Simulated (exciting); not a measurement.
HfN: equation of state with PBEsol

The system is HfN.

```
CELL_PARAMETERS angstrom
0.00000 2.25600 2.25600
2.25600 0.00000 2.25600
2.25600 2.25600 0.00000
ATOMIC_POSITIONS crystal
Hf 0.00000 0.00000 0.00000
N 0.50000 0.50000 0.50000
```

```
Program             : exciting (release sodium)
Task                : equation of state
Functional          : PBEsol
Potentials or basis : all-electron LAPW+lo, shipped species files, valence relativity iora*
rgkmax              : 7.5
k mesh              : 10 × 10 × 10
Occupations         : fermi-dirac, width 0.05 eV
Spin                : no spin polarisation
```

* Equilibrium volume: 11.41 Å³/atom
* Bulk modulus: 283 GPa
* Pressure derivative of the bulk modulus: 4.3

Energy against volume, from the lowest point:
```
volume (Å³/atom)  energy (meV/atom)
          10.793              32.27
          11.023              12.04
          11.252               1.54
          11.482               0.00
          11.712               6.20
          11.941              19.60
          12.171              39.41
```

The run has no spin-orbit coupling, so splittings on Hf are missing.
